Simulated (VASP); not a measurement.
# Cs (C2/m) in VASP: equation of state

How stiff is Cs in PBE, and what volume does it want? The cell is scaled to several volumes.

Program: VASP 6.6.1. These are calculated values, not measurements. Logs are shortened: lines on timing, memory, paths and dates and some standing lists are left out, and cuts for length are marked.

**1. Starting point**

Symmetry: C2/m, No. 12, monoclinic system. Conventional cell: a = 6.038 Å, b = 8.676 Å, c = 5.110 Å, α = 90.00°, β = 120.26°, γ = 90.00°.

This isn't the form of Cs at room conditions, which is bcc.

**2. Equation of state, PBE, 108.68 Å³/atom (volume scaled by 0.94)**

File INCAR:

```
SYSTEM = Cs
PREC = Accurate
ENCUT = 520
EDIFF = 1E-7
ISMEAR = -1
SIGMA = 0.05
LREAL = .FALSE.
LASPH = .TRUE.
NELM = 100
ALGO = Normal
ISIF = 2
LWAVE = .FALSE.
LCHARG = .FALSE.
GGA = PE
NBANDS = 10
```

File KPOINTS:

```
regular mesh
0
G
  6 6 6
  0 0 0
```

File POSCAR:

```
Cs
1.0
    2.9573812377     -4.2495738450      0.0000000000
    2.9573812377      4.2495738450      0.0000000000
   -2.5223715364      0.0000000000      4.3237823906
Cs
1
Direct
    0.0000000000      0.0000000000      0.5000000000
```

Potentials or basis: VASP PAW PBE potentials, release 64 (Cs_sv).

Started as:

```console
$ cat potpaw_PBE.64/Cs_sv/POTCAR > POTCAR
$ mpirun -np 1 vasp_std > vasp.out
```

OUTCAR:

```text
SYSTEM = Cs
   PREC = Accurate
   ENCUT = 520
   EDIFF = 1E-7
   ISMEAR = -1
   LREAL = .FALSE.
   LASPH = .TRUE.
   NELM = 100
   ISIF = 2
   GGA = PE

 ion  position               nearest neighbor table
   1  0.000  0.000  0.500-

  LATTYP: Found a base centered monoclinic cell.
 ALAT       =     5.9147624754
 B/A-ratio  =     1.4369381231
 C/A-ratio  =     0.8463132639
 COS(beta)  =    -0.5038956400

  Lattice vectors:

 A1 = (   2.9573812377,  -4.2495738450,   0.0000000000)
 A2 = (   2.9573812377,   4.2495738450,   0.0000000000)
 A3 = (  -2.5223715364,   0.0000000000,   4.3237823906)

Analysis of symmetry for initial positions (statically):
=====================================================================
 Subroutine PRICEL returns:
 Original cell was already a primitive cell.

 Routine SETGRP: Setting up the symmetry group for a
 base centered monoclinic supercell.

 Subroutine GETGRP returns: Found  4 space group operations
 (whereof  4 operations were pure point group operations)
 out of a pool of  4 trial point group operations.

The static configuration has the point symmetry C_2h.

Analysis of symmetry for dynamics (positions and initial velocities):
=====================================================================
 Subroutine PRICEL returns:
 Original cell was already a primitive cell.

 Routine SETGRP: Setting up the symmetry group for a
 base centered monoclinic supercell.

 Subroutine GETGRP returns: Found  4 space group operations
 (whereof  4 operations were pure point group operations)
 out of a pool of  4 trial point group operations.

The dynamic configuration has the point symmetry C_2h.

 Subroutine INISYM returns: Found  4 space group operations
 (whereof  4 operations are pure point group operations),
 and found     1 'primitive' translations

----------------------------------------------------------------------------------------

                                     Primitive cell

  volume of cell :     108.6792

  direct lattice vectors                    reciprocal lattice vectors
     2.957381238 -4.249573845  0.000000000     0.169068497 -0.117658857  0.098629747
     2.957381238  4.249573845  0.000000000     0.169068497  0.117658857  0.098629747
    -2.522371536  0.000000000  4.323782391     0.000000000  0.000000000  0.231278984

  length of vectors
     5.177352765  5.177352765  5.005741936     0.228375984  0.228375984  0.231278984

  position of ions in fractional coordinates (direct lattice)
[... 103 lines left out ...]
   EDIFF  = 0.1E-06   stopping-criterion for ELM
   LREAL  =      F    real-space projection
   EDIFFG = 0.1E-05   stopping-criterion for IOM
   NSW    =      0    number of steps for IOM
   IBRION =     -1    ionic relax: 0-MD 1-quasi-New 2-CG
   NFREE  =      0    steps in history (QN), initial steepest desc. (CG)
   ISIF   =      2    stress and relaxation
   ISYM   =      2    0-nonsym 1-usesym 2-fastsym
   POTIM  = 0.5000    time-step for ionic-motion
   TEBEG  =    0.0;   TEEND  =   0.0 temperature during run
   PSTRESS=    0.0 pullay stress
   NELECT =       9.0000    total number of electrons
   NUPDOWN=      -1.0000    fix difference up-down
   EMIN   =  10.00;   EMAX   =-10.00  energy-range for DOS
   EFERMI =   0.00;   METHOD = LEGACY
   ISMEAR =    -1;   SIGMA  =   0.05  broadening in eV -4-tet -1-fermi 0-gaus
   EFERMI_NEDOS =   21; number of points for ismear=-14 and -15
   IALGO  =     38    algorithm
   IMIX   =      4    mixing-type and parameters
     AMIX     =   0.40;   BMIX     =  1.00
     AMIX_MAG =   1.60;   BMIX_MAG =  1.00
  volume/ion in A,a.u.               =     108.68       733.40
  Fermi-wavevector in a.u.,A,eV,Ry     =   0.713576  1.348463  6.927958  0.509191
  Thomas-Fermi vector in A             =   1.801250
   LORBIT       =      0    0 simple, 1 ext, 2 COOP (PROOUT), +10 PAW based schemes
   GGA     = PE    functional components
   LHFCALC =     F    Hartree Fock is set to
   AEXX    =    0.0000 exact exchange contribution
   IVDW    =     0    specifies the selected vdW correction
   LEPSILON=     F    determine dielectric tensor
   LRPA    =     F    only Hartree local field effects (RPA)
 non-spin polarized calculation
  energy-cutoff  :      520.00
  volume of cell :      108.68
 maximum number of plane-waves:      2944
 NGX is ok and might be reduce to    40
   NGX = 19   NGY = 19   NGZ = 19

 number of electron       9.0000000 magnetization

 Free energy of the ion-electron system (eV)
  ---------------------------------------------------
  ext. energy  EPLUGINS =         0.00000000
  ---------------------------------------------------
  free energy    TOTEN  =        -0.84094449 eV

  energy without entropy =       -0.82676632  energy(sigma->0) =       -0.83385541

 E-fermi :   0.6071     XC(G=0):  -5.5500

 val. band max:        0.5847482073   @ k =   0.5000   0.1667   0.0000
 cond. band min:       0.6158964344   @ k =   0.5000   0.5000   0.0000
 fundamental gap:      0.0311482272
 Fermi energy:         0.6070770347

 k-point     1 :       0.0000    0.0000    0.0000
  band No.  band energies     occupation
      1     -23.2338      2.00000
      2      -9.9774      2.00000
      3      -9.9652      2.00000
      4      -9.9531      2.00000
      5      -1.1342      2.00000
      6       2.8726      0.00000
      7       3.0340      0.00000
      8       3.3467      0.00000
      9       4.0064      0.00000
     10       4.2248      0.00000
[... 495 lines left out ...]
 k-point    40 :      -0.1667    0.0000    0.3333
  band No.  band energies     occupation
      1     -23.2268      2.00000
      2     -10.0881      2.00000
      3      -9.9960      2.00000
      4      -9.9715      2.00000
      5      -0.1997      2.00000
      6       2.1828      0.00000
      7       2.5258      0.00000
      8       3.6917      0.00000
      9       3.9923      0.00000
     10       4.1784      0.00000

 [... further k-points ...]
[... 5 lines left out ...]
  --------------------------------------------------------------------------------------
  -------------------------------------------------------------------------------------
  Total        0.1198199      0.1169740      0.1119226      0.0000000      0.0000000     -0.0456536
  in kB        1.7664163      1.7244609      1.6499924      0.0000000      0.0000000     -0.6730378
  external PRESSURE =       1.7136232 kB  Pullay stress =       0.0000000 kB

 VOLUME and BASIS-vectors are now :
 -----------------------------------------------------------------------------
  energy-cutoff  :      520.00
  volume of cell :      108.68
      direct lattice vectors                 reciprocal lattice vectors
     2.957381238 -4.249573845  0.000000000     0.169068497 -0.117658857  0.098629747
     2.957381238  4.249573845  0.000000000     0.169068497  0.117658857  0.098629747
    -2.522371536  0.000000000  4.323782391     0.000000000  0.000000000  0.231278984

 POSITION                                       TOTAL-FORCE (eV/Angst)
 -----------------------------------------------------------------------------------
     -1.26119      0.00000      2.16189         0.000000      0.000000      0.000000
 -----------------------------------------------------------------------------------
    total drift:                               -0.000000     -0.000000      0.000000

  FREE ENERGIE OF THE ION-ELECTRON SYSTEM (eV)
  ---------------------------------------------------
  free  energy   TOTEN  =        -0.8409444948 eV

  energy  without entropy=       -0.8267663175  energy(sigma->0) =       -0.83385541
```

OSZICAR:

```text
N       E                     dE             d eps       ncg     rms          rms(c)
DAV:   1     0.571431414665E+02    0.57143E+02   -0.30572E+03  1360   0.611E+02
DAV:   2     0.400983598765E+01   -0.53133E+02   -0.52190E+02  1734   0.112E+02
DAV:   3    -0.775750643404E+00   -0.47856E+01   -0.47798E+01  1588   0.425E+01
DAV:   4    -0.839740238135E+00   -0.63990E-01   -0.63978E-01  1830   0.570E+00
DAV:   5    -0.840022469460E+00   -0.28223E-03   -0.28223E-03  1862   0.335E-01    0.134E-01
DAV:   6    -0.840142381272E+00   -0.11991E-03   -0.15766E-03  1752   0.192E-01    0.891E-02
DAV:   7    -0.840824318209E+00   -0.68194E-03   -0.33082E-03  1508   0.288E-01    0.387E-02
DAV:   8    -0.840943266190E+00   -0.11895E-03   -0.13642E-04  1552   0.745E-02    0.409E-03
DAV:   9    -0.840945028576E+00   -0.17624E-05   -0.35598E-06  2136   0.102E-02    0.285E-03
DAV:  10    -0.840944294631E+00    0.73395E-06   -0.75619E-07  1576   0.459E-03    0.429E-04
DAV:  11    -0.840944414587E+00   -0.11996E-06   -0.14692E-08   954   0.811E-04    0.190E-04
DAV:  12    -0.840944494812E+00   -0.80226E-07   -0.75047E-09   788   0.489E-04
   1 F= -.84094449E+00 E0= -.83385541E+00  d E =-.141782E-01
```

Wall time 57 s (1 thread of Intel Xeon Platinum 8488C (Sapphire Rapids), shared host); peak memory 0.26 GiB.

Results:

```yaml
Free_energy: -0.8409 eV
Pressure: 0.2 GPa
Band_gap_on_the_k_mesh: none (metal or under the smearing width)
```

**3. Equation of state, PBE, 110.99 Å³/atom (volume scaled by 0.96)**

File INCAR:

```
ALGO = Normal
EDIFF = 1E-7
ENCUT = 520
GGA = PE
ISIF = 2
ISMEAR = -1
LASPH = True
LCHARG = False
LREAL = False
LWAVE = False
NBANDS = 10
NELM = 100
PREC = Accurate
SIGMA = 0.05
```

File KPOINTS:

```
k-points
0
Gamma
  6 6 6
```

File POSCAR:

```
Cs
1.0
    2.9782085523     -4.2795014074      0.0000000000
    2.9782085523      4.2795014074      0.0000000000
   -2.5401353015      0.0000000000      4.3542325657
Cs
1
Direct
    0.0000000000      0.0000000000      0.5000000000
```

Potentials or basis: VASP PAW PBE potentials, release 64 (Cs_sv).

Started as:

```console
$ cat potpaw_PBE.64/Cs_sv/POTCAR > POTCAR
$ mpirun -np 1 vasp_std > vasp.out
```

It took 48 s on 1 thread of Intel Xeon Platinum 8488C (Sapphire Rapids), shared host; peak memory 0.26 GiB.

The run converged. Its results:

```
Free energy            : -0.8432 eV
Pressure               : 0.1 GPa
Band gap on the k mesh : none (metal or under the smearing width)
```

**4. Equation of state, PBE, 113.30 Å³/atom (volume scaled by 0.98)**

File INCAR:

```
SYSTEM = Cs
PREC = Accurate ; ENCUT = 520
EDIFF = 1E-7 ; ISMEAR = -1
SIGMA = 0.05 ; LREAL = .False.
LASPH = .True. ; NELM = 80
ALGO = Normal ; ISIF = 2
LWAVE = .False. ; LCHARG = .False.
GGA = PE ; NBANDS = 10
```

File KPOINTS:

```
Automatic mesh
0
Gamma
  6 6 6
  0 0 0
```

File POSCAR:

```
Cs
1.0
    2.9987485707     -4.3090161429      0.0000000000
    2.9987485707      4.3090161429      0.0000000000
   -2.5576540296      0.0000000000      4.3842627047
Cs
1
Direct
    0.0000000000      0.0000000000      0.5000000000
```

Potentials or basis: VASP PAW PBE potentials, release 64 (Cs_sv).

Started as:

```console
$ cat potpaw_PBE.64/Cs_sv/POTCAR > POTCAR
$ mpirun -np 1 vasp_std > vasp.out
```

OUTCAR:

```text
SYSTEM = Cs
   PREC = Accurate
   ENCUT = 520
   EDIFF = 1E-7
   ISMEAR = -1
   LREAL = .False.
   LASPH = .True.
   NELM = 80
   ISIF = 2
   GGA = PE

 ion  position               nearest neighbor table
   1  0.000  0.000  0.500-

  LATTYP: Found a base centered monoclinic cell.
 ALAT       =     5.9974971414
 B/A-ratio  =     1.4369381231
 C/A-ratio  =     0.8463132639
 COS(beta)  =    -0.5038956400

  Lattice vectors:

 A1 = (   2.9987485707,  -4.3090161429,   0.0000000000)
 A2 = (   2.9987485707,   4.3090161429,   0.0000000000)
[... 717 lines left out ...]
      2     -10.2093      2.00000
      3     -10.1290      2.00000
      4     -10.1077      2.00000
      5      -0.2984      2.00000
      6       2.0738      0.00000
      7       2.4080      0.00000
      8       3.5396      0.00000
      9       3.8126      0.00000
     10       4.0048      0.00000

 [... further k-points ...]
[... 5 lines left out ...]
  --------------------------------------------------------------------------------------
  -------------------------------------------------------------------------------------
  Total        0.0557692      0.0524797      0.0478595      0.0000000      0.0000000     -0.0419265
  in kB        0.7886063      0.7420908      0.6767594      0.0000000      0.0000000     -0.5928637
  external PRESSURE =       0.7358189 kB  Pullay stress =       0.0000000 kB

 VOLUME and BASIS-vectors are now :
 -----------------------------------------------------------------------------
  energy-cutoff  :      520.00
  volume of cell :      113.30
      direct lattice vectors                 reciprocal lattice vectors
     2.998748571 -4.309016143  0.000000000     0.166736220 -0.116035769  0.097269163
     2.998748571  4.309016143  0.000000000     0.166736220  0.116035769  0.097269163
    -2.557654030  0.000000000  4.384262705     0.000000000  0.000000000  0.228088522

 POSITION                                       TOTAL-FORCE (eV/Angst)
 -----------------------------------------------------------------------------------
     -1.27883      0.00000      2.19213        -0.000000      0.000000      0.000000
 -----------------------------------------------------------------------------------
    total drift:                               -0.000000     -0.000000      0.000000

  FREE ENERGIE OF THE ION-ELECTRON SYSTEM (eV)
  ---------------------------------------------------
  free  energy   TOTEN  =        -0.8446564476 eV

  energy  without entropy=       -0.8306296904  energy(sigma->0) =       -0.83764307
```

stdout:

```text
POSCAR found type information on POSCAR Cs
 POSCAR found :  1 types and       1 ions
 scaLAPACK will be used
 LDA part: xc-table for (Slater+PW92), standard interpolation
 POSCAR, INCAR and KPOINTS ok, starting setup
 FFT: planning ... GRIDC
 FFT: planning ... GRID_SOFT
 FFT: planning ... GRID
 WAVECAR not read
 entering main loop
```

Wall time 58 s (1 thread of Intel Xeon Platinum 8488C (Sapphire Rapids), shared host); peak memory 0.27 GiB.

Results:

```
Free energy            : -0.8447 eV
Pressure               : 0.1 GPa
Band gap on the k mesh : none (metal or under the smearing width)
```

**5. Equation of state, PBE, 117.93 Å³/atom (volume scaled by 1.02)**

File INCAR:

```
SYSTEM = Cs
PREC = Accurate
ENCUT = 520
EDIFF = 1E-7
ISMEAR = -1
SIGMA = 0.05
LREAL = .FALSE.
LASPH = .TRUE.
NELM = 80
ALGO = Normal
ISIF = 2
LWAVE = .FALSE.
LCHARG = .FALSE.
GGA = PE
NBANDS = 10
```

File KPOINTS:

```
regular mesh
0
G
  6 6 6
  0 0 0
```

File POSCAR:

```
Cs
1.0
    3.0390050330     -4.3668621883      0.0000000000
    3.0390050330      4.3668621883      0.0000000000
   -2.5919890533      0.0000000000      4.4431188916
Cs
1
Direct
    0.0000000000      0.0000000000      0.5000000000
```

Started as:

```console
$ cat potpaw_PBE.64/Cs_sv/POTCAR > POTCAR
$ mpirun -np 1 vasp_std > vasp.out
```

It took 42 s on 1 thread of Intel Xeon Platinum 8488C (Sapphire Rapids), shared host; peak memory 0.26 GiB.

Results (log left out):

```
Free energy            : -0.8458 eV
Pressure               : 0.0 GPa
Band gap on the k mesh : none (metal or under the smearing width)
```

**6. Equation of state, PBE, 120.24 Å³/atom (volume scaled by 1.04)**

File INCAR:

```
SYSTEM = Cs
PREC     = Accurate       ! precision mode
ENCUT    = 520            ! plane-wave cutoff, eV
EDIFF    = 1E-7           ! SCF threshold, eV
ISMEAR   = -1             ! smearing method
SIGMA    = 0.05           ! smearing width, eV
LREAL    = .FALSE.        ! projectors in reciprocal space
LASPH    = .TRUE.         ! aspherical terms in the spheres
NELM     = 100            ! most SCF steps
ALGO     = Normal         ! electronic algorithm
ISIF     = 2              ! what is computed and relaxed
LWAVE    = .FALSE.        ! write WAVECAR
LCHARG   = .FALSE.        ! write CHGCAR
GGA      = PE             ! functional
NBANDS   = 10             ! bands
```

KPOINTS is that of step 5.

File POSCAR:

```
Cs
1.0
    3.0587393849     -4.3952192308      0.0000000000
    3.0587393849      4.3952192308      0.0000000000
   -2.6088206226      0.0000000000      4.4719711214
Cs
1
Direct
    0.0000000000      0.0000000000      0.5000000000
```

Potentials or basis: VASP PAW PBE potentials, release 64 (Cs_sv).

Started as:

```console
$ cat potpaw_PBE.64/Cs_sv/POTCAR > POTCAR
$ mpirun -np 1 vasp_std > vasp.out
```

Wall time 46 s (1 thread of Intel Xeon Platinum 8488C (Sapphire Rapids), shared host); peak memory 0.26 GiB.

It converged, with:

- Free energy: -0.8455 eV
- Pressure: 0.0 GPa
- Band gap on the k mesh: none (metal or under the smearing width)

**7. Equation of state, PBE, 122.55 Å³/atom (volume scaled by 1.06)**

Changes to INCAR since step 6:

```diff
@@ -8,3 +8,3 @@
 LASPH    = .TRUE.         ! aspherical terms in the spheres
-NELM     = 100            ! most SCF steps
+NELM     = 80             ! most SCF steps
 ALGO     = Normal         ! electronic algorithm
```

KPOINTS is that of step 6.

File POSCAR:

```
Cs
1.0
    3.0782223266     -4.4232150126      0.0000000000
    3.0782223266      4.4232150126      0.0000000000
   -2.6254377625      0.0000000000      4.5004557819
Cs
1
Direct
    0.0000000000      0.0000000000      0.5000000000
```

Started as:

```console
$ cat potpaw_PBE.64/Cs_sv/POTCAR > POTCAR
$ mpirun -np 1 vasp_std > vasp.out
```

Wall time 44 s (1 thread of Intel Xeon Platinum 8488C (Sapphire Rapids), shared host); peak memory 0.27 GiB.

Results (log left out):

```
Free energy            : -0.8447 eV
Pressure               : -0.1 GPa
Band gap on the k mesh : none (metal or under the smearing width)
```

**8. Equation of state, PBE**

No new run: the results of the series are fitted here.

Results:

| Quantity | Value |
| --- | --- |
| Equilibrium volume | 117.85 Å³/atom |
| Bulk modulus at fixed shape and positions | 1.9 GPa |
| Pressure derivative of the bulk modulus | 3.5 |

Energy against volume, from the lowest point:
| volume (Å³/atom) | energy (meV/atom) |
| --- | --- |
| 108.679 | 4.83 |
| 110.992 | 2.62 |
| 113.304 | 1.11 |
| 115.616 | 0.26 |
| 117.929 | 0.00 |
| 120.241 | 0.28 |
| 122.553 | 1.06 |

Caveat: the cell was scaled at fixed shape and fractional positions, which overstates the stiffness of a crystal with free parameters, most of all of layers and chains. The run has no spin-orbit coupling, so splittings on Cs are missing.
